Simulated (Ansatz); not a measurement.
## HgSe: band structure with BLYP

HgSe:

```
Hg Se
1.0
     0.00000    3.03900    3.03900
     3.03900    0.00000    3.03900
     3.03900    3.03900    0.00000
Hg Se
1 1
Direct
  0.00000 0.00000 0.00000
  0.75000 0.75000 0.75000
```

| Item | Value |
| --- | --- |
| Program | Ansatz 0.2.0 |
| Task | band structure |
| Functional | BLYP |
| Potentials or basis | Ansatz PAW |
| Cutoff | 420 eV (not typed: the program's choice for these potentials) |
| k mesh | 8 × 8 × 8 |
| Occupations | fermi-dirac, width 0.05 eV |
| Spin | no spin polarisation |
| Path | [["G", "X", "W", "K", "G", "L", "U", "W", "L", "K"], ["U", "X"]] |
| Points for each segment of the path | 14 |

```
Pressure               : 8.4 GPa
Band gap on the k mesh : none (metal or under the smearing width)
```

Levels at the corners of the path, in eV from the Fermi level:
| point | band 15 | band 16 | band 17 | band 18 | band 19 | band 20 | band 21 | band 22 |
| --- | --- | --- | --- | --- | --- | --- | --- | --- |
| Γ | -6.50 | -1.08 | -0.06 | -0.06 | -0.06 | 5.48 | 5.48 | 5.48 |
| X | -6.14 | -5.15 | -2.34 | -2.34 | 2.73 | 3.03 | 8.47 | 9.77 |
| W | -5.89 | -5.36 | -2.76 | -2.45 | 3.50 | 5.16 | 6.06 | 7.57 |
| K | -5.98 | -5.31 | -2.91 | -1.92 | 2.87 | 4.47 | 8.02 | 8.19 |
| Γ | -6.50 | -1.08 | -0.06 | -0.06 | -0.06 | 5.48 | 5.48 | 5.48 |
| L | -6.18 | -5.55 | -1.02 | -1.02 | 1.03 | 6.26 | 6.26 | 6.98 |
| U | -5.98 | -5.31 | -2.91 | -1.92 | 2.87 | 4.47 | 8.02 | 8.19 |
| W | -5.89 | -5.36 | -2.76 | -2.45 | 3.50 | 5.16 | 6.06 | 7.57 |
| L | -6.18 | -5.55 | -1.02 | -1.02 | 1.03 | 6.26 | 6.26 | 6.98 |
| K | -5.98 | -5.31 | -2.91 | -1.92 | 2.87 | 4.47 | 8.02 | 8.19 |
| U | -5.98 | -5.31 | -2.91 | -1.92 | 2.87 | 4.47 | 8.02 | 8.19 |
| X | -6.14 | -5.15 | -2.34 | -2.34 | 2.73 | 3.03 | 8.47 | 9.77 |

It took 8.1 s on 2 threads of Intel(R) Xeon(R) Processor @ 2.50GHz (Skylake/Cascade Lake), with other jobs on the host, peak memory 0.4 GiB.

Caveat: spin-orbit coupling is left out, which moves the levels of the heavy elements; the PAW data sets come from PBE, with cores solved anew for the run's functional, which leaves a small shift of forces and pressure.
